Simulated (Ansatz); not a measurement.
This geometry of a periodic cell of 28 atoms, Al (surface Al(100), adsorbate Al) is a first-order saddle point. Atoms 1 to 9 are held.

The calculation used Ansatz, DFT PBE, scalar-relativistic, plane waves, PAW. Settings: PAW set soft_1, cutoff 420 eV, k mesh 2x2x1, gaussian smearing 0.1 eV, no spin polarisation.

```xyz
28
Lattice="8.5913 0.0000 0.0000 0.0000 8.5913 0.0000 0.0000 0.0000 17.0500" Properties=species:S:1:pos:R:3
Al 0.000 0.000 1.000
Al 2.864 0.000 1.000
Al 5.728 0.000 1.000
Al 0.000 2.864 1.000
Al 2.864 2.864 1.000
Al 5.728 2.864 1.000
Al 0.000 5.728 1.000
Al 2.864 5.728 1.000
Al 5.728 5.728 1.000
Al 1.444 1.432 3.082
Al 4.296 1.433 3.116
Al 7.147 1.432 3.082
Al 1.448 4.304 3.058
Al 4.296 4.286 3.087
Al 7.144 4.304 3.058
Al 1.448 7.152 3.057
Al 4.296 7.170 3.086
Al 7.144 7.152 3.057
Al 0.000 -0.126 5.070
Al 2.839 -0.004 5.189
Al 5.752 -0.004 5.189
Al 0.000 2.989 5.070
Al 2.837 2.868 5.192
Al 5.754 2.868 5.192
Al 0.001 5.728 5.121
Al 2.863 5.728 5.153
Al 5.729 5.728 5.153
Al 8.592 1.434 7.258
```

Question: Which two structures does it join? (They come from a converged band through this point; their orientation in space is the band's.)

Answer: Contacts lost: Al21–Al28, Al24–Al28. Contacts made: Al20–Al28, Al23–Al28. The atom that moves furthest is Al28, by 2.86 Å.

Image 0:

```xyz
28
Lattice="8.5913 0.0000 0.0000 0.0000 8.5913 0.0000 0.0000 0.0000 17.0500" Properties=species:S:1:pos:R:3
Al 0.000 0.000 1.000
Al 2.864 0.000 1.000
Al 5.728 0.000 1.000
Al 0.000 2.864 1.000
Al 2.864 2.864 1.000
Al 5.728 2.864 1.000
Al 0.000 5.728 1.000
Al 2.864 5.728 1.000
Al 5.728 5.728 1.000
Al 1.442 1.432 3.061
Al 4.287 1.432 3.059
Al 7.163 1.433 3.286
Al 1.443 4.305 3.018
Al 4.288 4.305 3.019
Al 7.161 4.305 3.060
Al 1.443 7.151 3.019
Al 4.288 7.151 3.019
Al 7.161 7.150 3.060
Al 0.167 -0.162 5.171
Al 2.870 0.005 5.133
Al 5.574 -0.156 5.162
Al 0.169 3.030 5.173
Al 2.870 2.854 5.133
Al 5.573 3.023 5.165
Al -0.017 5.729 5.133
Al 2.858 5.726 5.064
Al 5.723 5.729 5.134
Al 7.168 1.434 6.572
```

Image 6:

Only the atoms that move by more than 0.05 Å are listed.
```
Al10 1.436 1.433 3.286
Al12 7.151 1.432 3.059
Al19 -0.153 -0.156 5.162
Al20 3.031 -0.162 5.171
Al21 5.734 0.005 5.133
Al22 -0.155 3.023 5.165
Al23 3.033 3.030 5.173
Al24 5.734 2.854 5.133
Al26 2.846 5.729 5.133
Al27 5.722 5.726 5.064
Al28 10.031 1.434 6.572
```

Question: How far does it lie above each of them?

Answer: 0.89 eV above the first and 0.89 eV above the second. This is the barrier of this one path; another mechanism may lie lower. Limits of this set-up: coarse k mesh, thin slab, slab without dipole correction.

Time of the run: 5.6 min on 2 threads of Intel(R) Xeon(R) 6975P-C (Granite Rapids), with other jobs on the host, peak memory 2.8 GiB.
